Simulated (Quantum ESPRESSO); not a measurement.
Crystal: SiC (Moissanite).

```xyz
4
Lattice="3.2227 0.0000 0.0000 -1.6113 2.7909 0.0000 0.0000 0.0000 5.2887" Properties=species:S:1:pos:R:3 pbc="T T T"
Si    1.6113    0.9303    2.6444
Si    0.0000    1.8606    0.0000
C     1.6113    0.9303    4.6805
C     0.0000    1.8606    2.0362
```

The cell isn't the ideal one: volume scaled by 1.15.

```yaml
Program: Quantum ESPRESSO 7.5
Task: relaxation of the atoms
Functional: optB86b-vdW
Potentials_or_basis: GBRV 1.5 PBE
Cutoff: 612 eV
Density_cutoff: 4898 eV
k_mesh: 10 × 10 × 5
Occupations: fermi-dirac, width 0.025 eV
Spin: no spin polarisation
```

At the start: volume 11.89 Å³/atom.

**Question.** Where does the relaxation end?

**Answer.** Over 4 steps the energy falls by 7.1 meV/atom; space group P6_3mc (No. 186, to 0.05 Å).

Step by step:
```tsv
step	energy change (eV)	largest force (eV/Å)
1	0.0000	0.5734
2	-0.0208	0.3037
3	-0.0282	0.0254
4	-0.0282	0.0013
```

Final structure:
```
CELL_PARAMETERS angstrom
3.22269 0.00000 0.00000
-1.61135 2.79093 0.00000
0.00000 0.00000 5.28874
ATOMIC_POSITIONS crystal
Si 0.66667 0.33333 0.50450
Si 0.33333 0.66667 0.00450
C 0.66667 0.33333 0.88050
C 0.33333 0.66667 0.38050
```

Caveat: the potentials were made for another functional, which shifts forces and pressure.
